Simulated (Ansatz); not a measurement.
Calculation for Gd (fcc type): DFT, PBE, PAW with Ansatz's default frozen-core files, scalar-relativistic (Ansatz 0.2.0). This run: cell relaxed at zero pressure.

The start is a guessed cell of a prototype that needn't be stable.

Command: `ansatz run input.yaml --threads 2 --pin off --max-ram 7168MiB --backend cpu --events-out ev --progress --plain --runs-dir out` It took 8.6 s on 2 threads of Arm Neoverse V1, with other jobs on the host, peak memory 0.38 GiB.

```yaml
crystal:
  lattice:
    - [0.0, 2.5436597583, 2.5436597583]
    - [2.5436597583, 0.0, 2.5436597583]
    - [2.5436597583, 2.5436597583, 0.0]
  atoms:
    - { symbol: Gd, position: [0.0, 0.0, 0.0], spin: 7.0 }
magnetization:
  spin_polarized: true
kpoints:
  mp_grid: { grid: [14, 14, 14] }
scf:
  occupations: { method: fermi_dirac, width: 0.05 }
hamiltonian:
  xc: pbe
  pseudopotentials: { kind: paw }
output:
  forces: true
  stress: true
relax:
  f_tol: 0.005
  max_steps: 40
  cell: {}
```

Output:

```
Engine: ansatz 0.2.0
Pseudopotentials: kind: paw
Pseudopotential: Gd, paw, valence charge 18, recommended cutoff 420 eV (normal), Gd.paw.azcp
Functional definition: PBE
  parameter kappa = 0.804
  parameter beta = 0.06672455060314922
  exchange = pbe_x(kappa = kappa, mu = beta*pi^2/3)
  correlation = pbe_c(beta = beta)
Crystal: 1 atoms, lattice volume = 32.916 Å³
Basis set: ecut = 420 eV, 645 PW (Γ), exchange–correlation on 50×50×50 points (8 copies of the dense FFT grid, shifted against one another)
Bands: 17, of which v1, the nominal top of the filled ones, is band 9 counted from 1 (8 counted from 0)
Symmetry: 48 space group operations
Space group: Fm-3m (ITA 225), of the structure as read, at distance tolerance 3.2e-5 Å
Magnetic group: BNS 225.116 (UNI 1618), of the structure as read, at distance tolerance 3.2e-5 Å
k-points: 104 of 2744
Non-local potential: Gd, projectors of the file, l = 0: 3, l = 1: 2, l = 2: 2, l = 3: 3
PAW form: soft (Blöchl's): semilocal exchange-correlation on the pseudo side does not see the compensation charge
PAW one-centre angular grid: Gd, 590 points (default); XC on 64 Gauss nodes
Initial density: superposition of atomic densities (chi_scale 0.1, normalization cell)
Starting moments: Σ|m| = 7 μB on 1 of 1 site
Initial wavefunctions: pseudopotential atomic-orbital guess
Functional: x = pbe(κ = 0.804, μ = 0.2195149727645171), c = pbe(β = 0.06672455060314922)
iter 1 solved again at ethr=9.63e-4 eV; its pass at ethr=3.10e-3 eV (dr2=1.73e-1 eV) is discarded
SCF iter   1: F=—  HF=-9331.969045 eV  |F-HF|=—  |Δ(HF+E_count)|=         —  Δρ=2.86e-2 (↑7.84e-3 ↓2.86e-2)  dr2=1.71e-1  dr2_m=9.33e-2  M=7.155 μB ∫|m|=7.155 μB  β_m=0.30  ethr=9.63e-4  ⟨swp⟩=1.0  Hψ=20951  notcnv=0
Mixer restart at iter 1: flushing history
preconditioner: auto → none  [metal: Δε(μ)=0.005 eV  Ē_g=12.317 eV  σ=0.050 eV  W_gap=0.03  n_scr=8 (ndim 8)  ℏωp=25.9 eV  f_vac=0.000  D(μ)=4.20/eV (n_scr^D=58)  sad-step TF]
SCF iter   2: F=—  HF=-9332.028502 eV  |F-HF|=—  |Δ(HF+E_count)|=   5.95e-2  Δρ=2.40e-2 (↑6.79e-3 ↓2.40e-2)  dr2=1.26e-1  dr2_m=6.59e-2  M=7.187 μB ∫|m|=7.187 μB  β_m=0.40  ethr=9.48e-4  ⟨swp⟩=1.6  Hψ=4066  notcnv=0
SCF iter   3: F=—  HF=-9332.147549 eV  |F-HF|=—  |Δ(HF+E_count)|=   1.19e-1  Δρ=9.99e-3 (↑2.40e-3 ↓9.99e-3)  dr2=2.52e-2  dr2_m=1.02e-2  M=7.304 μB ∫|m|=7.304 μB  β_m=0.63  ethr=7.02e-4  ⟨swp⟩=3.1  Hψ=8310  notcnv=0  defer=3
SCF iter   4: F=—  HF=-9332.180167 eV  |F-HF|=—  |Δ(HF+E_count)|=   3.26e-2  Δρ=1.66e-3 (↑1.66e-3 ↓1.45e-3)  dr2=1.27e-3  dr2_m=2.55e-4  M=7.380 μB ∫|m|=7.380 μB  β_m=0.64  ethr=1.40e-4  ⟨swp⟩=3.0  Hψ=8988  notcnv=0  defer=1
SCF iter   5: F=—  HF=-9332.180409 eV  |F-HF|=—  |Δ(HF+E_count)|=   2.42e-4  Δρ=1.26e-3 (↑3.89e-4 ↓1.26e-3)  dr2=3.64e-4  dr2_m=1.58e-4  M=7.391 μB ∫|m|=7.391 μB  β_m=0.69  ethr=7.05e-6  ⟨swp⟩=2.2  Hψ=7046  notcnv=0
SCF iter   6: F=—  HF=-9332.181366 eV  |F-HF|=—  |Δ(HF+E_count)|=   9.57e-4  Δρ=7.96e-4 (↑2.36e-4 ↓7.96e-4)  dr2=1.62e-4  dr2_m=6.33e-5  M=7.405 μB ∫|m|=7.405 μB  β_m=0.80  ethr=2.02e-6  ⟨swp⟩=2.0  Hψ=6203  notcnv=0
SCF iter   7: F=—  HF=-9332.181848 eV  |F-HF|=—  |Δ(HF+E_count)|=   4.82e-4  Δρ=2.57e-4 (↑1.22e-4 ↓2.57e-4)  dr2=1.52e-5  dr2_m=7.92e-6  M=7.419 μB ∫|m|=7.419 μB  β_m=0.90  ethr=9.01e-7  ⟨swp⟩=2.0  Hψ=6156  notcnv=0
SCF iter   8: F=—  HF=-9332.181915 eV  |F-HF|=—  |Δ(HF+E_count)|=   6.70e-5  Δρ=4.78e-5 (↑4.44e-5 ↓4.78e-5)  dr2=1.22e-7  dr2_m=6.13e-7  M=7.428 μB ∫|m|=7.428 μB  β_m=0.95  ethr=8.45e-8  ⟨swp⟩=2.3  Hψ=5848  notcnv=0
SCF iter   9: F=—  HF=-9332.181919 eV  |F-HF|=—  |Δ(HF+E_count)|=   3.95e-6  Δρ=2.54e-5 (↑1.56e-5 ↓2.54e-5)  dr2=1.13e-7  dr2_m=1.09e-7  M=7.432 μB ∫|m|=7.432 μB  β_m=0.98  ethr=6.75e-10  ⟨swp⟩=3.5  Hψ=7388  notcnv=0
SCF iter  10: F=—  HF=-9332.181920 eV  |F-HF|=—  |Δ(HF+E_count)|=   1.16e-6  Δρ=4.81e-6 (↑3.16e-6 ↓4.81e-6)  dr2=1.90e-9  dr2_m=4.41e-9  M=7.433 μB ∫|m|=7.433 μB  β_m=0.99  ethr=6.27e-10  ⟨swp⟩=2.8  Hψ=5811  notcnv=0
SCF iter  11: F=-9332.181920 eV  HF=-9332.181920 eV  |F-HF|=7.83e-9  |Δ(HF+E_count)|=   5.73e-8  Δρ=5.86e-6 (↑1.33e-6 ↓5.86e-6)  dr2=9.63e-9  dr2_m=2.86e-9  M=7.434 μB ∫|m|=7.434 μB  ethr=1.05e-11  ⟨swp⟩=1.8  Hψ=12219  notcnv=0
SCF 1 converged in 11 iterations: F = -9332.181920 eV  dr2 = 9.63e-9
  greatest PAW one-centre occupation: 0.999 electrons in one spin orbital (limit 2), on the Gd atom at site 0 (counted from 0), in its partial waves of l = 0
relax step   1: F+E_penalty+E_count = -9332.18192011 eV  Δ(F+E_penalty+E_count) = +0.000e0 eV  max|allowed force component| = 0.000e0 eV/Å  Δτ_max = 0.0000 Å  P = +0.025 GPa  Ω = 32.916 Å³  (11 SCF iters, dr2 threshold 1.00e-7 eV, accepted)
Initial density: handed on by an earlier stage of this run
Starting moments: Σ|m| = 7 μB on 1 of 1 site; this step starts from the density that it was given
Initial wavefunctions: pseudopotential atomic-orbital guess (no wavefunctions were taken with the density)
iter 1 solved again at ethr=8.03e-8 eV; its pass at ethr=3.10e-3 eV (dr2=1.45e-5 eV) is discarded
SCF iter   1: F=—  HF=-9332.181920 eV  |F-HF|=—  |Δ(HF+E_count)|=         —  Δρ=1.67e-6 (↑8.02e-7 ↓1.67e-6)  dr2=8.44e-10  dr2_m=3.70e-10  M=7.434 μB ∫|m|=7.434 μB  β_m=0.65  ethr=8.03e-8  ⟨swp⟩=3.1  Hψ=26556  notcnv=0
eigensolver tolerance schedule: the retry pair's looser diagonalisation over-reported the residual by 17124.43 of it (diagonalisation noise at 0.80 of the residual, at the tolerance the schedule requests for it); recorded, not acted on — ethr = c·dr2/N_el stays at c = 1.0e-1
preconditioner: auto → none  [metal: Δε(μ)=0.007 eV  Ē_g=12.578 eV  σ=0.050 eV  W_gap=0.03  n_scr=8 (ndim 8)  ℏωp=25.9 eV  f_vac=0.000  D(μ)=2.51/eV (n_scr^D=26)]
SCF iter   2: F=—  HF=-9332.181920 eV  |F-HF|=—  |Δ(HF+E_count)|=   3.11e-7  Δρ=9.11e-7 (↑9.11e-7 ↓9.04e-7)  dr2=1.20e-10  dr2_m=2.25e-10  M=7.434 μB ∫|m|=7.434 μB  β_m=0.58  ethr=4.69e-12  ⟨swp⟩=3.6  Hψ=7929  notcnv=0
SCF iter   3: F=—  HF=-9332.181920 eV  |F-HF|=—  |Δ(HF+E_count)|=  7.08e-10  Δρ=1.02e-6 (↑5.87e-7 ↓1.02e-6)  dr2=1.77e-10  dr2_m=1.48e-10  M=7.434 μB ∫|m|=7.434 μB  β_m=0.73  ethr=1.00e-12  ⟨swp⟩=2.1  Hψ=5615  notcnv=0
SCF iter   4: F=—  HF=-9332.181920 eV  |F-HF|=—  |Δ(HF+E_count)|=   1.50e-9  Δρ=4.29e-7 (↑4.29e-7 ↓3.89e-7)  dr2=3.36e-11  dr2_m=3.86e-11  M=7.434 μB ∫|m|=7.434 μB  β_m=0.67  ethr=1.00e-12  ⟨swp⟩=2.7  Hψ=5859  notcnv=0
SCF iter   5: F=—  HF=-9332.181920 eV  |F-HF|=—  |Δ(HF+E_count)|=  2.42e-10  Δρ=2.58e-7 (↑2.58e-7 ↓2.27e-7)  dr2=2.06e-11  dr2_m=1.06e-11  M=7.434 μB ∫|m|=7.434 μB  β_m=0.84  ethr=1.00e-12  ⟨swp⟩=2.6  Hψ=5818  notcnv=0
SCF iter   6: F=—  HF=-9332.181920 eV  |F-HF|=—  |Δ(HF+E_count)|=  6.00e-11  Δρ=1.64e-7 (↑1.64e-7 ↓1.16e-7)  dr2=1.15e-11  dr2_m=2.01e-12  M=7.434 μB ∫|m|=7.434 μB  β_m=0.86  ethr=1.00e-12  ⟨swp⟩=2.2  Hψ=4060  notcnv=0
SCF iter   7: F=—  HF=-9332.181920 eV  |F-HF|=—  |Δ(HF+E_count)|=  1.27e-11  Δρ=7.91e-8 (↑7.91e-8 ↓5.09e-8)  dr2=3.58e-12  dr2_m=3.72e-13  M=7.434 μB ∫|m|=7.434 μB  β_m=0.93  ethr=1.00e-12  ⟨swp⟩=1.2  Hψ=3597  notcnv=0
SCF iter   8: F=-9332.181920 eV  HF=-9332.181920 eV  |F-HF|=3.64e-12  |Δ(HF+E_count)|=    0.00e0  Δρ=2.81e-8 (↑2.81e-8 ↓2.78e-8)  dr2=4.31e-13  dr2_m=4.49e-14  M=7.434 μB ∫|m|=7.434 μB  ethr=1.00e-12  ⟨swp⟩=4.2  Hψ=13134  notcnv=0
SCF 2 converged in 8 iterations: F = -9332.181920 eV  dr2 = 4.31e-13
relax step   2: F+E_penalty+E_count = -9332.18192012 eV  Δ(F+E_penalty+E_count) = -9.995e-9 eV  max|allowed force component| = 0.000e0 eV/Å  Δτ_max = 0.0000 Å  P = +0.026 GPa  Ω = 32.916 Å³  stress off target by 2.56e-2 GPa  SCF on the basis re-selected at this cell (its energy is not comparable with the rows above)  (8 SCF iters)
basis re-selected at this cell: Δ(F+E_penalty+E_count) = -9.995e-9 eV, ΔP = +0.000 GPa vs the last step (what re-selecting the basis moved, of the pressure what is left beyond the Pulay correction that the steps carried, after the strain that the cell walked since its last selection, with what the two solves' SCF thresholds leave and, on support functions, any second-order correction that the steps lacked; it is no measure of the basis error at this ecutwfc). This SCF's stress stands 2.56e-2 GPa from its target on what of the cell is left free (relax.cell.stress_tol is 5.00e-2 GPa) and its largest allowed force component is 0.00e0 eV/Å (relax.f_tol is 5.00e-3 eV/Å): within both
SCF converged after 8 iterations
Magnetization: 7.4336 μB (12.7168 up, 5.2832 down)
Absolute magnetization: 7.4336 μB (∫|ρ↑−ρ↓|, with the PAW one-centre terms)
Spin contamination: 0.0081 ħ² per cell (⟨S²⟩ above its minimum at these occupations)
Per-site moments (μB) at R_I (Å): [(7.230213843280146, 1.4838772279033432)]
Free energy (F): -9332.181920 eV
Harris-Foulkes:  -9332.181920 eV  (|F-HF|=3.64e-12)
Internal energy: -9332.161086 eV  (E = F + TS)
E sigma→0 (E₀):  -9332.171503 eV
Entropy (-TS):   -0.020834 eV (-20.834 meV/atom)
Fermi energy:    12.379419 eV
--- Per-component energies (eV) ---
  E_band       = -29.410822
  E_kinetic    = 401.915973
  E_local      = -2114.233299  (includes V_loc(G=0)·N_el)
  E_nonlocal   = 290.529902
  E_hartree    = 874.419612
  E_xc         = -232.564625
  E_vxc        = -252.037451  (∫ρ·V_xc dr)
  E_paw        = -6449.883222  (= ΣΔE_a)
  E_vpaw       = -104.425174  (= ΣTr[D̂ρ^β])
  E_aug_tail   = 0.000000  (compensation charges beyond the density's cutoff)
  E_ewald      = -2102.345428
  E_smearing   = -0.020834  (= −TS)
  E_closure    = 0.000000  (closes the sum)
  Σ components = -9332.181920   (vs F -9332.181920, Δ=0.00e0)
--- Forces (eV/Å), atoms counted from 1 ---
  atom   1  Gd    -0.00000000     0.00000000     0.00000000
  max |Σ_I F_I| component: 1.64e-32 eV/Å
--- Stress (GPa, compression-positive) ---
        0.025563      -0.000000       0.000000
       -0.000000       0.025563       0.000000
       -0.000000       0.000000       0.025563
  P = ⅓ Tr σ = 0.0256 GPa (0.256 kbar)
--- Relaxed structure (1 steps of the walk, 1 accepted, 1 SCFs on fresh bases) ---
  F+E_penalty+E_count = -9332.18192012 eV   max|allowed force component| = 0.000e0 eV/Å   (the final SCF, on the basis selected at the relaxed cell)
  cell:  # Å, volume = 32.9160 Å³
    - [0.0, 2.5436597583, 2.5436597583]
    - [2.5436597583, 0.0, 2.5436597583]
    - [2.5436597583, 2.5436597583, 0.0]
  atoms:
    - { symbol: Gd, position: [0.0, 0.0, 0.0] }
```

Next run (fcc relaxed under pressure), as changes to the input before:

```diff
   lattice:
-    - [0.0, 2.5436597583, 2.5436597583]
-    - [2.5436597583, 0.0, 2.5436597583]
-    - [2.5436597583, 2.5436597583, 0.0]
+    - [0.0, 2.14778687, 2.14778687]
+    - [2.14778687, 0.0, 2.14778687]
+    - [2.14778687, 2.14778687, 0.0]
   atoms:
 kpoints:
-  mp_grid: { grid: [14, 14, 14] }
+  mp_grid: { grid: [15, 15, 15] }
 scf:
   stress: true
+  eigenvalues: true
+  write_density: true
+  write_potential: true
+  elf: true
+  volumetric_format: npy
 relax:
   max_steps: 40
-  cell: {}
+  cell: { p_target: 36.0, stress_tol: 0.03 }
```

Command: `ansatz run input.yaml --threads 2 --pin off --max-ram 7168MiB --backend cpu --events-out ev --progress --plain --runs-dir out` It took 15 s on 2 threads of Arm Neoverse V1, on a shared host, peak memory 0.36 GiB.

Results part of the output:

```
basis re-selected at this cell: Δ(F+E_penalty+E_count) = -5.633e-6 eV, ΔP = +0.000 GPa vs the last step (what re-selecting the basis moved, of the pressure what is left beyond the Pulay correction that the steps carried, after the strain that the cell walked since its last selection, with what the two solves' SCF thresholds leave and, on support functions, any second-order correction that the steps lacked; it is no measure of the basis error at this ecutwfc). This SCF's stress stands 2.65e-4 GPa from its target on what of the cell is left free (relax.cell.stress_tol is 3.00e-2 GPa) and its largest allowed force component is 0.00e0 eV/Å (relax.f_tol is 5.00e-3 eV/Å): within both
SCF converged after 4 iterations
Magnetization: 7.0900 μB (12.5450 up, 5.4550 down)
Absolute magnetization: 7.0900 μB (∫|ρ↑−ρ↓|, with the PAW one-centre terms)
Spin contamination: 0.0386 ħ² per cell (⟨S²⟩ above its minimum at these occupations)
Per-site moments (μB) at R_I (Å): [(6.957898262712979, 1.2532300533567378)]
Free energy (F): -9331.143694 eV
Harris-Foulkes:  -9331.143694 eV  (|F-HF|=0.00e0)
Internal energy: -9331.132079 eV  (E = F + TS)
E sigma→0 (E₀):  -9331.137886 eV
Entropy (-TS):   -0.011614 eV (-11.614 meV/atom)
Fermi energy:    21.354291 eV
--- Per-component energies (eV) ---
  E_band       = 143.041626
  E_kinetic    = 415.308104
  E_local      = -1521.076913  (includes V_loc(G=0)·N_el)
  E_nonlocal   = 290.311079
  E_hartree    = 661.053264
  E_xc         = -237.706920
  E_vxc        = -259.138872  (∫ρ·V_xc dr)
  E_paw        = -6449.755057  (= ΣΔE_a)
  E_vpaw       = -104.468325  (= ΣTr[D̂ρ^β])
  E_aug_tail   = 0.000000  (compensation charges beyond the density's cutoff)
  E_ewald      = -2489.265636
  E_smearing   = -0.011614  (= −TS)
  E_closure    = 0.000000  (closes the sum)
  Σ components = -9331.143694   (vs F -9331.143694, Δ=0.00e0)
--- Forces (eV/Å), atoms counted from 1 ---
  atom   1  Gd     0.00000000     0.00000000     0.00000000
  max |Σ_I F_I| component: 1.64e-32 eV/Å
--- Stress (GPa, compression-positive) ---
       35.999735      -0.000000      -0.000000
       -0.000000      35.999735      -0.000000
       -0.000000      -0.000000      35.999735
  P = ⅓ Tr σ = 35.9997 GPa (359.997 kbar)
--- Band table (eV; the first three rows and the last of 240) ---
  k-point 0 ↑: bands = ["-23.3889", "0.7212", "0.7212", "0.7212", "16.4153", "17.1974", "17.4752", "17.4752", "17.4752", "17.8633", "17.8633", "17.8633", "23.0600", "23.0600", "23.0600", "27.0902", "27.0902"]
  k-point 1 ↑: bands = ["-23.3687", "0.5609", "0.7039", "0.7039", "16.6536", "17.2025", "17.4687", "17.4840", "17.4840", "17.8392", "17.8392", "17.8639", "22.9063", "23.1824", "23.1824", "26.9529", "26.9529"]
  k-point 2 ↑: bands = ["-23.3110", "0.1268", "0.6554", "0.6554", "17.1861", "17.3139", "17.4546", "17.5091", "17.5091", "17.7784", "17.7784", "17.8657", "22.5782", "23.4697", "23.4697", "26.6903", "26.6903"]
  k-point 119 ↓: bands = ["-19.6534", "0.6784", "0.8277", "1.7773", "20.1603", "21.8712", "22.1751", "22.2450", "22.7167", "22.7407", "22.9240", "23.0798", "23.5560", "24.1636", "26.9599", "32.6262", "35.7320"]
--- Relaxed structure (3 steps of the walk, 2 accepted, 1 SCFs on fresh bases) ---
  F+E_penalty+E_count = -9331.14369353 eV   max|allowed force component| = 0.000e0 eV/Å   (the final SCF, on the basis selected at the relaxed cell)
  cell:  # Å, volume = 19.8292 Å³
    - [-7.643058049343385e-35, 2.1482847736129163, 2.1482847736129163]
    - [2.1482847736129163, 0.0, 2.1482847736129163]
    - [2.1482847736129163, 2.1482847736129163, 2.5476860164477947e-35]
  atoms:
    - { symbol: Gd, position: [0.0, 0.0, 0.0] }
```

Next run (bcc relaxed under pressure), as changes to the input before:

```diff
   lattice:
-    - [0.0, 2.14778687, 2.14778687]
-    - [2.14778687, 0.0, 2.14778687]
-    - [2.14778687, 2.14778687, 0.0]
+    - [-1.7046995684, 1.7046995684, 1.7046995684]
+    - [1.7046995684, -1.7046995684, 1.7046995684]
+    - [1.7046995684, 1.7046995684, -1.7046995684]
   atoms:
 kpoints:
-  mp_grid: { grid: [15, 15, 15] }
+  mp_grid: { grid: [16, 16, 16] }
 scf:
```

Results part of the output:

```
basis re-selected at this cell: Δ(F+E_penalty+E_count) = -2.125e-4 eV, ΔP = +0.012 GPa vs the last step (what re-selecting the basis moved, of the pressure what is left beyond the Pulay correction that the steps carried, after the strain that the cell walked since its last selection, with what the two solves' SCF thresholds leave and, on support functions, any second-order correction that the steps lacked; it is no measure of the basis error at this ecutwfc). This SCF's stress stands 1.28e-2 GPa from its target on what of the cell is left free (relax.cell.stress_tol is 3.00e-2 GPa) and its largest allowed force component is 0.00e0 eV/Å (relax.f_tol is 5.00e-3 eV/Å): within both
SCF converged after 7 iterations
Magnetization: 7.4830 μB (12.7415 up, 5.2585 down)
Absolute magnetization: 7.4830 μB (∫|ρ↑−ρ↓|, with the PAW one-centre terms)
Spin contamination: 0.0165 ħ² per cell (⟨S²⟩ above its minimum at these occupations)
Per-site moments (μB) at R_I (Å): [(7.196456086111499, 1.2274301019098943)]
Free energy (F): -9331.118542 eV
Harris-Foulkes:  -9331.118542 eV  (|F-HF|=1.82e-12)
Internal energy: -9331.107947 eV  (E = F + TS)
E sigma→0 (E₀):  -9331.113244 eV
Entropy (-TS):   -0.010595 eV (-10.595 meV/atom)
Fermi energy:    20.852490 eV
--- Per-component energies (eV) ---
  E_band       = 132.440291
  E_kinetic    = 416.254633
  E_local      = -1546.466414  (includes V_loc(G=0)·N_el)
  E_nonlocal   = 288.076902
  E_hartree    = 668.703781
  E_xc         = -238.190483
  E_vxc        = -259.723204  (∫ρ·V_xc dr)
  E_paw        = -6448.703706  (= ΣΔE_a)
  E_vpaw       = -103.109144  (= ΣTr[D̂ρ^β])
  E_aug_tail   = 0.000000  (compensation charges beyond the density's cutoff)
  E_ewald      = -2470.782659
  E_smearing   = -0.010595  (= −TS)
  E_closure    = 0.000000  (closes the sum)
  Σ components = -9331.118542   (vs F -9331.118542, Δ=0.00e0)
--- Forces (eV/Å), atoms counted from 1 ---
  atom   1  Gd     0.00000000    -0.00000000     0.00000000
  max |Σ_I F_I| component: 2.93e-32 eV/Å
--- Stress (GPa, compression-positive) ---
       36.012835      -0.000000      -0.000000
        0.000000      36.012835       0.000000
       -0.000000       0.000000      36.012835
  P = ⅓ Tr σ = 36.0128 GPa (360.128 kbar)
--- Band table (eV; the first three rows and the last of 290) ---
  k-point 0 ↑: bands = ["-23.9934", "0.0321", "0.0321", "0.0321", "15.7271", "16.6264", "16.6264", "16.6264", "17.0904", "17.0904", "17.0904", "17.2063", "22.4326", "22.4326", "22.4326", "26.0067", "26.0067"]
  k-point 1 ↑: bands = ["-23.9759", "-0.1005", "-0.0045", "0.0300", "15.9426", "16.6292", "16.6307", "16.6358", "17.0769", "17.0834", "17.0851", "17.1868", "22.2971", "22.4135", "22.6636", "25.7556", "26.0089"]
  k-point 2 ↑: bands = ["-23.9256", "-0.4638", "-0.1070", "0.0238", "16.5127", "16.6422", "16.6519", "16.6641", "17.0415", "17.0514", "17.0716", "17.1534", "21.9351", "22.3044", "23.3320", "25.3401", "26.0323"]
  k-point 144 ↓: bands = ["-19.9598", "0.4306", "0.4306", "0.4306", "17.8508", "17.8508", "21.7311", "21.9977", "21.9977", "21.9977", "22.4430", "22.4430", "22.4430", "31.6026", "31.6026", "31.6026", "33.2374"]
--- Relaxed structure (4 steps of the walk, 3 accepted, 1 SCFs on fresh bases) ---
  F+E_penalty+E_count = -9331.11854202 eV   max|allowed force component| = 0.000e0 eV/Å   (the final SCF, on the basis selected at the relaxed cell)
  cell:  # Å, volume = 20.2813 Å³
    - [-1.7179566054524296, 1.7179566054524296, 1.7179566054524296]
    - [1.7179566054524296, -1.7179566054524296, 1.7179566054524296]
    - [1.7179566054524296, 1.7179566054524296, -1.7179566054524296]
  atoms:
    - { symbol: Gd, position: [0.0, 0.0, 0.0] }
```

The open f shell is treated without a Hubbard term, so these are results of the method, and the state needn't be the lowest. Spin–orbit coupling is left out, which matters for the heavy atoms.
